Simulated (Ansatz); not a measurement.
Band gaps on a Γ-centred 6×6×6 mesh, computed with PBE in Ansatz (plane waves, PAW datasets (generated hard set); cutoff 700 eV), no spin polarisation, no spin–orbit coupling.

Question: Rank by gap, smallest first.
A. InP (zinc blende, a = 5.960 Å)
B. BaO (rock salt, a = 5.590 Å)
C. CuCl (zinc blende, a = 5.420 Å)
D. BN (zinc blende, a = 3.630 Å)
E. TlCl (CsCl, a = 3.900 Å)
F. NaI (rock salt, a = 6.530 Å)

Answer: A (0.44 eV), C (0.53 eV), B (2.13 eV), E (2.20 eV), F (3.58 eV), D (4.45 eV).

A gap read on the mesh is an upper bound of this method's gap, since the mesh can miss a band edge. Spin–orbit coupling is left out; with heavy elements it can shift the gap and split levels by tenths of an eV. Semilocal functionals give gaps that mostly lie well below measured ones.
